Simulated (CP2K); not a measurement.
Set up this calculation in CP2K 2026.2, as the native input.

```
Task                                : atomic charges
Functional                          : PBE
Potentials or basis                 : POTENTIAL_UZH Cu GTH-PBE-q11, O GTH-PBE-q6; TZVP-MOLOPT-PBE-GTH basis
Density cutoff                      : 9524 eV
k mesh                              : 10 × 10 × 6
Occupations                         : fermi-dirac, width 0.05 eV
Spin                                : no spin polarisation
SCF solver                          : diagonalisation with k points
Quickstep method                    : GPW
EPS_DEFAULT                         : 1.0E-9
EPS_SCF                             : 1.0E-6
MAX_SCF                             : 100
SCF_GUESS                           : ATOMIC
k points reduced by the point group : yes
Mesh centred on Gamma               : yes
CHOLESKY                            : OFF
EPS_EIGVAL                          : 1.0E-7
MIXING METHOD                       : BROYDEN_MIXING
MIXING ALPHA                        : 0.4
NBUFFER                             : 8
NGRIDS                              : 5
Basis sets                          : Cu TZVP-MOLOPT-PBE-GTH-q11, O TZVP-MOLOPT-PBE-GTH-q6
Potentials                          : Cu GTH-PBE-q11 of POTENTIAL_UZH, O GTH-PBE-q6 of POTENTIAL_UZH
ADDED_MOS                           : [20]
Hirshfeld SHAPE_FUNCTION            : GAUSSIAN
VORONOI_RADII                       : COVALENT
MPI ranks                           : 2
REL_CUTOFF (Ry)                     : 60 Ry
MIXING BETA (1/bohr)                : 1.5 1/bohr
CUTOFF of the grids                 : 700 Ry
```

CuO:

```
CELL_PARAMETERS angstrom
3.17953 0.00000 0.00000
-1.58977 2.75356 0.00000
0.00000 0.00000 4.43149
ATOMIC_POSITIONS crystal
Cu 0.00000 0.00000 0.00000
Cu 0.00000 0.00000 0.50000
O 0.33333 0.66667 0.25000
O 0.66667 0.33333 0.75000
```

Measurements of this composition are mostly on another form, of space group No. 15.

These files were run (other wordings do the same):

cuo_charges.inp

```
&GLOBAL
  PROJECT cuo_charges
  RUN_TYPE ENERGY_FORCE
  PRINT_LEVEL LOW
&END GLOBAL
&FORCE_EVAL
  METHOD QS
  STRESS_TENSOR ANALYTICAL
  &DFT
    BASIS_SET_FILE_NAME BASIS_MOLOPT_UZH
    POTENTIAL_FILE_NAME POTENTIAL_UZH
    &MGRID
      CUTOFF 700
      REL_CUTOFF 60
      NGRIDS 5
    &END MGRID
    &QS
      METHOD GPW
      EPS_DEFAULT 1.0E-9
    &END QS
    &KPOINTS
      SCHEME MONKHORST-PACK 10 10 6
      GAMMA_CENTERED T
      SYMMETRY T
      SYMMETRY_BACKEND SPGLIB
    &END KPOINTS
    &SCF
      SCF_GUESS ATOMIC
      EPS_SCF 1.0E-6
      MAX_SCF 100
      ADDED_MOS 20
      CHOLESKY OFF
      EPS_EIGVAL 1.0E-7
      &DIAGONALIZATION ON
        ALGORITHM STANDARD
      &END DIAGONALIZATION
      &MIXING ON
        METHOD BROYDEN_MIXING
        ALPHA 0.4
        BETA 1.5
        NBUFFER 8
      &END MIXING
      &SMEAR ON
        METHOD FERMI_DIRAC
        ELECTRONIC_TEMPERATURE [K] 580.226
      &END SMEAR
    &END SCF
    &XC
      &XC_FUNCTIONAL
        &GGA_X_PBE
        &END GGA_X_PBE
        &GGA_C_PBE
        &END GGA_C_PBE
      &END XC_FUNCTIONAL
    &END XC
    &PRINT
      &KPOINTS ON
      &END KPOINTS
      &MULLIKEN ON
      &END MULLIKEN
      &MO ON
        ENERGIES T
        OCCUPATION_NUMBERS T
        &EACH
          QS_SCF 0
        &END EACH
        ADD_LAST NUMERIC
      &END MO
      &LOWDIN ON
      &END LOWDIN
      &HIRSHFELD ON
        SHAPE_FUNCTION GAUSSIAN
      &END HIRSHFELD
      &VORONOI ON
        VORONOI_RADII COVALENT
      &END VORONOI
    &END PRINT
  &END DFT
  &SUBSYS
    &CELL
      ABC 3.1795331000 3.1795331028 4.4314907300
      ALPHA_BETA_GAMMA 90.0000000000 90.0000000000 119.9999999709
      PERIODIC XYZ
    &END CELL
    &COORD
      SCALED
      Cu  0.0000000000 0.0000000000 0.0000000000
      Cu  0.0000000000 0.0000000000 0.5000000000
      O   0.3333333333 0.6666666667 0.2500000000
      O   0.6666666667 0.3333333333 0.7500000000
    &END COORD
    &KIND Cu
      BASIS_SET TZVP-MOLOPT-PBE-GTH-q11
      POTENTIAL GTH-PBE-q11
    &END KIND
    &KIND O
      BASIS_SET TZVP-MOLOPT-PBE-GTH-q6
      POTENTIAL GTH-PBE-q6
    &END KIND
    &PRINT
      &ATOMIC_COORDINATES ON
      &END ATOMIC_COORDINATES
      &CELL ON
      &END CELL
    &END PRINT
  &END SUBSYS
  &PRINT
    &FORCES ON
    &END FORCES
    &STRESS_TENSOR ON
    &END STRESS_TENSOR
  &END PRINT
&END FORCE_EVAL
```

Potentials or basis: POTENTIAL_UZH Cu GTH-PBE-q11, O GTH-PBE-q6; TZVP-MOLOPT-PBE-GTH basis.

The run is started by

```console
$ OMP_NUM_THREADS=1 mpirun -n 2 cp2k.psmp -i cuo_charges.inp -o cuo_charges.out
```

Results of the run:

```json
{
 "Pressure": "9.1 GPa",
 "Band gap on the k mesh": "none (metal or under the smearing width)",
 "Mulliken charges": "Cu +0.96; O -0.96 e",
 "Hirshfeld charges": "Cu -0.47; O +0.47 e",
 "Voronoi charges": "Cu -0.54, -0.53; O +0.53, +0.54 e"
}
```

Caveat: Hirshfeld charges from Gaussian shapes aren't those from atomic densities; Mulliken charges move with the basis; the basis of atomic orbitals isn't converged, which shifts pressures, moduli and gaps; the run has no spin polarisation, though such a crystal can be magnetic; semilocal functionals often make such compounds metallic where correlation or magnetic order opens a gap, which also shifts bond lengths.

Run time: 2.5 min on 2 MPI ranks on Arm Neoverse N1 (shared host).
